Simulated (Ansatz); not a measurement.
## SnO₂: distorted cells

These are results of DFT PBE, scalar-relativistic, plane waves, PAW (Ansatz), not measurements.

Cutoff 420 eV; k points 12×12×12 on the computed 3-atom cell (Γ-centred); Gaussian smearing, width 0.02 eV; no spin polarisation.

Reference cell:

```xyz
3
Lattice="1.6171 0.9336 4.8006 -1.6171 0.9336 4.8006 0.0000 -1.8673 4.8006" Properties=species:S:1:pos:R:3 pbc="T T T"
Sn    0.0000    0.0000    7.2009
O     0.0000    0.0000    3.4157
O     0.0000    0.0000   10.9861
```

Each variant moves atoms of this cell by the vectors given, if any (Å), and then applies a symmetric strain (tensor components, Cartesian axes). The reference cell isn't relaxed at this level. Energies are per atom at zero smearing, counted from the lowest variant. Pressure is positive in compression.

1. strain (xx yy zz yz xz xy, %) 0.27 0.27 -2.73 0.00 0.00 0.00; moves: Sn1 (0.000, 0.000, -0.014); O2 (0.000, 0.000, 0.042); O3 (0.000, 0.000, -0.028)
2. strain (xx yy zz yz xz xy, %) -1.95 -1.95 7.05 0.00 0.00 0.00; moves: O2 (0.000, 0.000, -0.073); O3 (0.000, 0.000, 0.073)
3. no strain; moves: Sn1 (-0.040, -0.010, -0.018)
4. strain (xx yy zz yz xz xy, %) 1.87 1.87 10.87 0.00 0.00 0.00; moves: O2 (0.000, 0.000, 0.073); O3 (0.000, 0.000, -0.073)
5. strain (xx yy zz yz xz xy, %) 1.10 1.10 4.10 0.00 0.00 0.00; moves: O2 (0.000, 0.000, 0.306); O3 (0.000, 0.000, -0.306)
6. strain (xx yy zz yz xz xy, %) 5.52 5.52 2.52 0.00 0.00 0.00; moves: O2 (0.000, 0.000, 0.037); O3 (0.000, 0.000, -0.037)

```tsv
variant	ΔE (meV/atom)	P (GPa)	largest force (eV/Å)	gap on mesh (eV)	space group
1	0.0	-1.72	0.47	1.78	R3m
2	10.9	6.66	0.41	2.51	R-3m
3	1.0	-0.37	0.64	1.93	P1
4	198.5	-15.07	2.41	1.57	R-3m
5	536.4	-19.68	3.83	0.95	R-3m
6	151.9	-16.43	1.46	0.96	R-3m
```

Each cell of SnO2 holds layers, and where no dispersion correction was added their binding is poorly described.

This form isn't the usual stable structure of the compound.